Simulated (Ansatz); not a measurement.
CaF₂ in the fluorite structure at its r2SCAN geometry, run in the PAW code Ansatz at 2 levels of theory. No spin polarisation and no zero-point or thermal motion.

The r2SCAN input:
```yaml
crystal:
  lattice:
    - [0.0, 2.7195929735, 2.7195929735]
    - [2.7195929735, 0.0, 2.7195929735]
    - [2.7195929735, 2.7195929735, 0.0]
  atoms:
    - { symbol: Ca, position: [0.0, 0.0, 0.0] }
    - { symbol: F, position: [0.25, 0.25, 0.25] }
    - { symbol: F, position: [0.75, 0.75, 0.75] }
kpoints:
  mp_grid: { grid: [8, 8, 8] }
  band_path:
    path:
      - [0.0, 0.0, 0.0]
      - [0.5, 0.0, 0.5]
      - [0.625, 0.25, 0.625]
      - [0.375, 0.375, 0.75]
      - [0.5, 0.5, 0.5]
      - [0.5, 0.25, 0.75]
      - [0.0, 0.5, 0.5]
    npoints: 1
hamiltonian:
  xc: r2scan
scf:
  occupations: { method: fixed }
  n_extra_bands: 4
output:
  forces: true
  stress: true
  eigenvalues: true
```

Main results, then, where recorded, the levels near the gap in eV from the Fermi energy (columns number the bands from 0), one row a point of the path (Γ, X, U, K, L, W, X):
```
Crystal: 3 atoms, lattice volume = 40.229 Å³
Symmetry: 48 space group operations
Space group: Fm-3m (ITA 225)
```
```
Basis set: ecut = 500 eV, 965 PW (Γ)
Bands: 16, of which v1, the nominal top of the filled ones, is band 12 counted from 1 (11 counted from 0)
k-points: 29 of 512
Free energy (F): -3448.119667 eV
Fermi energy:    2.866748 eV
--- Stress (GPa, compression-positive) ---
        0.000039       0.000000       0.000000
        0.000000       0.000039       0.000000
        0.000000       0.000000       0.000039
  P = ⅓ Tr σ = 0.0000 GPa (0.000 kbar)
```
```tsv
band_9	band_10	band_11	band_12	band_13	band_14
-0.261	-0.261	-0.261	8.032	10.042	10.042
-0.360	-0.360	0.000	8.789	10.522	10.977
-0.644	-0.442	-0.097	9.060	10.687	10.710
-0.644	-0.442	-0.097	9.060	10.687	10.710
-1.258	-0.846	-0.846	10.239	10.239	10.754
-1.054	-0.272	-0.095	9.123	10.620	10.939
-0.360	-0.360	0.000	8.789	10.522	10.977
```

With r2SCAN the valence top lies at X and the conduction bottom at Γ, 8.03 eV higher; the smallest vertical gap, at Γ, is 8.29 eV.

Q: In the first input these blocks are replaced (the band path and keys that only write files left aside):
```yaml
kpoints:
  mp_grid: { grid: [6, 6, 6] }
hamiltonian:
  xc: pbe0
```
What comes out?

A:
```
Basis set: ecut = 420 eV, 749 PW (Γ)
Bands: 16, of which v1, the nominal top of the filled ones, is band 12 counted from 1 (11 counted from 0)
k-points: 16 of 216
hybrid outer 1: dexx = +1.251e-2 eV, tail = 2.06e-5 eV
hybrid outer 2: dexx = +6.786e-7 eV, tail = 3.10e-8 eV, Δε = 1.49e-3 eV
Free energy (F): -3440.837016 eV
Fermi energy:    1.420098 eV
--- Stress (GPa, compression-positive) ---
        1.179073       0.000000       0.000000
        0.000000       1.179073       0.000000
        0.000000       0.000000       1.179073
  P = ⅓ Tr σ = 1.1791 GPa (11.791 kbar)
```
```tsv
band_9	band_10	band_11	band_12	band_13	band_14
-0.269	-0.269	-0.269	10.213	12.659	12.659
-0.375	-0.375	0.000	11.287	13.067	13.751
-0.674	-0.465	-0.100	11.574	13.260	13.408
-0.674	-0.465	-0.100	11.574	13.260	13.408
-1.305	-0.899	-0.899	12.893	12.893	13.302
-1.111	-0.284	-0.097	11.645	13.331	13.501
-0.375	-0.375	0.000	11.287	13.067	13.751
```
With PBE0 the valence top lies at X and the conduction bottom at Γ, 10.21 eV higher; the smallest vertical gap, at Γ, is 10.48 eV. The mean pressure is +1.2 GPa (compression positive), so PBE0 would enlarge the cell's volume. (The program warns that its thresholds are loose for a hybrid's stress.)

The hybrids run on coarser meshes, which limits their stresses and small splittings of levels.

Totals of different functionals can't be compared.

The meshes of the hybrids are coarse, so their gaps aren't converged to the digits shown.
